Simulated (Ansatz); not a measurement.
Method: Ansatz 0.2.0, DFT PBE, scalar-relativistic, plane waves, PAW. Cutoff 420 eV, Γ-centred meshes of about 0.25 Å⁻¹ or finer for metals and 0.3 Å⁻¹ for insulators (2π included), Gaussian smearing. No spin polarisation.

Temperature and zero-point effects are left out.

Two relaxed structures of Hf5C3:

1. Space group C2/m (No. 12), monoclinic, a = 10.346 Å, b = 4.611 Å, c = 7.266 Å, β = 133.9°. Hf on a site of symmetry m has 4 C at 2.23–2.31 Å and 11 Hf at 3.14–3.35 Å; Hf on a second site of symmetry m has 3 C at 2.26–2.32 Å and 10 Hf at 3.13–3.35 Å; Hf on a site of symmetry 2/m is surrounded by 4 C at 2.31–2.37 Å and 12 Hf at 3.21–3.35 Å; C on a site of symmetry m has 6 Hf at 2.26–2.37 Å; around C on a site of symmetry 2/m lie 6 Hf at 2.23–2.32 Å.

2. Space group R-3m (No. 166), trigonal, a = 3.302 Å, c = 39.536 Å. Hf on a site of symmetry 3m is surrounded by 3 C at 2.27 Å and 9 Hf at 3.12–3.30 Å; Hf on a site of symmetry -3m is surrounded by 6 C at 2.35 Å and 12 Hf at 3.19–3.30 Å; Hf on a second site of symmetry 3m is surrounded by 3 C at 2.24 Å and 9 Hf at 3.19–3.30 Å; C on a site of symmetry -3m is surrounded by 6 Hf at 2.27 Å; around C on a site of symmetry 3m lie 6 Hf at 2.24–2.35 Å.

Task: Which would you expect to be lower, and how large is the difference?

Result: Cell 2 is lower, by 34 meV/atom. Cell 1 has space group C2/m (No. 12), 15.6 Å³/atom and no gap on its mesh; cell 2 has space group R-3m (No. 166), 15.6 Å³/atom and no gap. Counting C atoms around Hf (those within 1.25 times the shortest such distance or 1.15 times the sum of covalent radii, 1.27 where that leaves under three; a slash parts the counts of unlike sites), cell 1 has Hf 3/4 and cell 2 has Hf 3/6. Both come from trial cells of a structure search.

These runs have no spin–orbit coupling, which can matter for Hf. Cells relaxed within their symmetry can be saddle points.
